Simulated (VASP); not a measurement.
Crystal: ZnS (Wurtzite-4H).

```xyz
8
Lattice="3.8227 0.0000 0.0000 -1.9114 3.3106 0.0000 0.0000 0.0000 12.5200" Properties=species:S:1:pos:R:3 pbc="T T T"
Zn    1.9114    1.1035    9.3900
Zn    0.0000    2.2070    3.1300
Zn    0.0000    0.0000    6.2600
Zn    0.0000    0.0000    0.0000
S     1.9114    1.1035   11.7375
S     0.0000    2.2070    5.4775
S     0.0000    0.0000    8.6075
S     0.0000    0.0000    2.3475
```

- Program: VASP 6.6.1
- Task: relaxation of cell and atoms
- Functional: revPBE
- Dispersion: D3
- Potentials or basis: VASP PAW PBE potentials, release 64 (Zn, S)
- Cutoff: 600 eV
- k mesh: 8 × 8 × 3
- Occupations: fermi-dirac, width 0.05 eV
- Spin: no spin polarisation

At the start: pressure -2.2 GPa; volume 19.81 Å³/atom.

Where does the relaxation end?

Over 5 steps the energy falls by 3.9 meV/atom and the volume is 19.27 Å³/atom (-2.7 %); space group P6_3mc (No. 186, to 0.05 Å).

Step by step:
| step | energy change (eV) | largest force (eV/Å) | pressure (GPa) | volume (Å³) |
| --- | --- | --- | --- | --- |
| 1 | 0.0000 | 0.0388 | -2.23 | 158.44 |
| 2 | -0.0258 | 0.0142 | 1.01 | 152.22 |
| 3 | -0.0313 | 0.0224 | 0.01 | 154.03 |
| 4 | -0.0313 | 0.0226 | -0.05 | 154.12 |
| 5 | -0.0314 | 0.0083 | -0.05 | 154.12 |

Final structure:
```
CELL_PARAMETERS angstrom
3.78910 0.00000 0.00000
-1.89455 3.28146 0.00000
0.00000 0.00000 12.39543
ATOMIC_POSITIONS crystal
Zn 0.66667 0.33333 0.75003
Zn 0.33333 0.66667 0.25003
Zn 0.00000 0.00000 0.50008
Zn 0.00000 0.00000 0.00008
S 0.66667 0.33333 0.93757
S 0.33333 0.66667 0.43757
S 0.00000 0.00000 0.68732
S 0.00000 0.00000 0.18732
```

Caveat: the PAW data sets were made with another functional, which shifts forces and pressure a little.
